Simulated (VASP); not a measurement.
All values below come from PBE GGA, VASP's PBE PAW potentials (set 64) (plane waves; VASP 6.6.1).

VASP ran on this input.

**INCAR**
```
SYSTEM = ZnTe
PREC = Accurate
ENCUT = 520
EDIFF = 1E-7
NELM = 100
ALGO = Normal
LREAL = .FALSE.
LASPH = .TRUE.
ISMEAR = -5
GGA = PE
LMAXMIX = 4
LWAVE = .FALSE.
LCHARG = .TRUE.
LORBIT = 11
NEDOS = 601
ISIF = 2
```

### POSCAR
```
ZnTe
6.1838520
  0.0000000000   0.4999999716   0.4999999716
  0.4999999716   0.0000000000   0.4999999716
  0.4999999716   0.4999999716   0.0000000000
Zn Te
1 1
Cart
  0.0000000000   0.0000000000   0.0000000000
  0.2499999858   0.2499999858   0.2499999858
```

File KPOINTS:
```
Automatic
0
gamma
  8 8 8
0 0 0
```

POTCAR, in this order: Zn Te (PBE.64 set). Program: vasp_std.

Output

OUTCAR:
```
 ion  position               nearest neighbor table
   1  0.000  0.000  0.000-   2 2.68   2 2.68   2 2.68   2 2.68
   2  0.250  0.250  0.250-   1 2.68   1 2.68   1 2.68   1 2.68
  LATTYP: Found a face centered cubic cell.
 ALAT       =     6.1838516488
 Subroutine PRICEL returns:
 Original cell was already a primitive cell.
 Subroutine GETGRP returns: Found 24 space group operations
The static configuration has the point symmetry T_d .
The dynamic configuration has the point symmetry T_d .
 Subroutine INISYM returns: Found 24 space group operations
 Subroutine IBZKPT returns following result:
 Found     29 irreducible k-points:

 Following reciprocal coordinates:
            Coordinates               Weight
  0.000000  0.000000  0.000000      1.000000
  0.125000  0.000000  0.000000      8.000000
  0.250000  0.000000  0.000000      8.000000
  0.375000  0.000000  0.000000      8.000000
  0.500000  0.000000  0.000000      4.000000
  0.125000  0.125000  0.000000      6.000000
  0.250000  0.125000  0.000000     24.000000
  0.375000  0.125000  0.000000     24.000000
  0.500000  0.125000  0.000000     24.000000
 -0.375000  0.125000  0.000000     24.000000
 -0.250000  0.125000  0.000000     24.000000
 -0.125000  0.125000  0.000000     12.000000
  0.250000  0.250000  0.000000      6.000000
  0.375000  0.250000  0.000000     24.000000
  0.500000  0.250000  0.000000     24.000000
 -0.375000  0.250000  0.000000     24.000000
 -0.250000  0.250000  0.000000     12.000000
  0.375000  0.375000  0.000000      6.000000
  0.500000  0.375000  0.000000     24.000000
 -0.375000  0.375000  0.000000     12.000000
  0.500000  0.500000  0.000000      3.000000
  0.375000  0.250000  0.125000     24.000000
  0.500000  0.250000  0.125000     48.000000
 -0.375000  0.250000  0.125000     24.000000
...
```

### OSZICAR
```
       N       E                     dE             d eps       ncg     rms          rms(c)
DAV:   1     0.766995820005E+02    0.76700E+02   -0.84239E+03   754   0.143E+03
DAV:   2    -0.561118423219E+00   -0.77261E+02   -0.74959E+02   764   0.254E+02
DAV:   3    -0.529221973472E+01   -0.47311E+01   -0.47104E+01   969   0.630E+01
DAV:   4    -0.536133003579E+01   -0.69110E-01   -0.69096E-01   917   0.728E+00
DAV:   5    -0.536241993817E+01   -0.10899E-02   -0.10899E-02   947   0.769E-01    0.451E+00
DAV:   6    -0.519709455751E+01    0.16533E+00   -0.58319E-01   956   0.214E+01    0.356E+00
DAV:   7    -0.518728641418E+01    0.98081E-02   -0.11002E-01   829   0.383E+00    0.142E+00
DAV:   8    -0.518734174274E+01   -0.55329E-04   -0.44739E-03   959   0.686E-01    0.372E-01
DAV:   9    -0.518758701218E+01   -0.24527E-03   -0.10379E-03   829   0.322E-01    0.124E-01
DAV:  10    -0.518760609960E+01   -0.19087E-04   -0.74480E-05   940   0.868E-02    0.940E-02
DAV:  11    -0.518766181795E+01   -0.55718E-04   -0.95607E-05   799   0.658E-02    0.520E-02
DAV:  12    -0.518766250260E+01   -0.68465E-06   -0.37994E-06   925   0.284E-02    0.187E-02
DAV:  13    -0.518766276870E+01   -0.26610E-06   -0.19183E-07   639   0.455E-03    0.146E-02
DAV:  14    -0.518766359737E+01   -0.82867E-06   -0.10309E-06   809   0.625E-03    0.116E-03
DAV:  15    -0.518766362246E+01   -0.25090E-07   -0.26601E-08   557   0.244E-03
   1 F= -.51876636E+01 E0= -.51876636E+01  d E =0.000000E+00
```

### OUTCAR
```
------------------------ aborting loop because EDIFF is reached ----------------------------------------
  FORCE on cell =-STRESS in cart. coord.  units (eV):
  Direction    XX          YY          ZZ          XY          YZ          ZX
  --------------------------------------------------------------------------------------
  Total       -0.0082180     -0.0082180     -0.0082180     -0.0000000      0.0000000     -0.0000000
  in kB       -0.2227193     -0.2227193     -0.2227193     -0.0000000      0.0000000     -0.0000000
  external PRESSURE =      -0.2227193 kB  Pullay stress =       0.0000000 kB
  volume of cell :       59.12
      direct lattice vectors                 reciprocal lattice vectors
     0.000000000  3.091925824  3.091925824    -0.161711512  0.161711512  0.161711512
     3.091925824  0.000000000  3.091925824     0.161711512 -0.161711512  0.161711512
     3.091925824  3.091925824  0.000000000     0.161711512  0.161711512 -0.161711512
 POSITION                                       TOTAL-FORCE (eV/Angst)
 -----------------------------------------------------------------------------------
      0.00000      0.00000      0.00000        -0.000000     -0.000000      0.000000
      1.54596      1.54596      1.54596         0.000000      0.000000     -0.000000
 -----------------------------------------------------------------------------------
    total drift:                                0.000000      0.000000      0.000000
  FREE ENERGIE OF THE ION-ELECTRON SYSTEM (eV)
  ---------------------------------------------------
  free  energy   TOTEN  =        -5.1876636225 eV

  energy  without entropy=       -5.1876636225  energy(sigma->0) =       -5.18766362

 total charge

# of ion       s       p       d       tot
------------------------------------------
    1        0.548   0.401   9.758  10.708
    2        1.347   2.055   0.025   3.428
--------------------------------------------------
tot          1.896   2.456   9.784  14.136
```
(Selected blocks of OUTCAR.)

The compound is ZnTe in the zinc blende structure. It was relaxed first.
